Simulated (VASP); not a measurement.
Runs of VASP 6.6.1 on Sb. The cell holds a sheet with vacuum, 2 atoms: a = 3.231 Å, b = 3.110 Å, c = 31.360 Å, α = 90.00°, β = 90.00°, γ = 90.00°. The cell was built by a generator and needn't be a form met in nature.

```csv
task,level,potentials or basis,spin,cell,k mesh,cutoff (eV),smearing,atoms held fixed (from 0),k mesh for the DOS,occupations for the DOS,other keys,gap on the mesh (eV),moment (μB),largest force (eV/Å),work function (eV)
single point,PBE,"VASP PAW PBE potentials, release 64 (Sb)",off,as given,8 × 9 × 1,520,fermi-dirac 0.05 eV,-,-,-,-,none,-,(a),-
relaxation of the atoms,PBEsol,"VASP PAW PBE potentials, release 64 (Sb)",off,atoms relaxed,8 × 9 × 1,520,gaussian 0.05 eV,[0],-,-,-,none,-,-,-
density of states,vdW-DF-cx,"VASP PAW PBE potentials, release 54 (Sb)","non-collinear, antiferromagnetic start, SOC",as given,6 × 7 × 1,500,fermi-dirac 0.1 eV,-,9 × 11 × 1,tetrahedron,NBANDS = 12,-,0.00,-,-
work function,PBE,"VASP PAW PBE potentials, release 64 (Sb)",off,as given,8 × 9 × 1,520,gaussian 0.05 eV,-,-,-,-,none,-,0.06,3.89
relaxation of the atoms,PBE+dDsC,"VASP PAW PBE potentials, release 64 (Sb)",off,atoms relaxed,8 × 9 × 1,520,gaussian 0.05 eV,[0],-,-,-,none,-,-,-
work function,r2SCAN+D4,"VASP PAW PBE potentials, release 64 (Sb)","collinear, ferrimagnetic start","atoms moved at random, drawn with an rms of 0.15 Å",8 × 9 × 1,500,gaussian 0.01 eV,-,-,-,-,none,0.09,0.96,4.57
```

Question: Fill in the values left out.

Answer: (a) 0.07.

Caveats: the PAW data sets were made with another functional, which shifts forces and pressure a little (some runs); the relaxation stopped at its first step, so nothing moved (some runs).

A k mesh can miss the band edges, and rows without SOC leave out spin-orbit coupling on Sb.

A gap of «none» marks a metal or a gap under the smearing width.
